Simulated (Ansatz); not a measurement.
Crystal: MoP.

```xyz
2
Lattice="3.2230 0.0000 0.0000 -1.6115 2.7912 0.0000 0.0000 0.0000 3.1910" Properties=species:S:1:pos:R:3 pbc="T T T"
Mo    0.0000    0.0000    0.0000
P     0.0000    1.8608    1.5955
```

Base run:

- Program: Ansatz 0.2.0
- Functional: PBE
- Potentials or basis: all-electron LAPW, scalar-relativistic
- Cutoff: 254 eV (chosen from the basis error)
- Basis error allowed: 0.001 eV/atom
- k mesh: 10 × 10 × 8
- Occupations: gaussian, width 0.021 eV
- Spin: no spin polarisation

Its results: band gap on the k mesh none (metal or under the smearing width); pressure 2.6 GPa.

Task: The run is repeated on the same cell with these changes: functional from PBE to RPBE; occupations from gaussian, width 0.021 eV to gaussian, width 0.02 eV. What comes out?

Result: Band gap on the k mesh none (metal or under the smearing width); pressure 5.5 GPa.
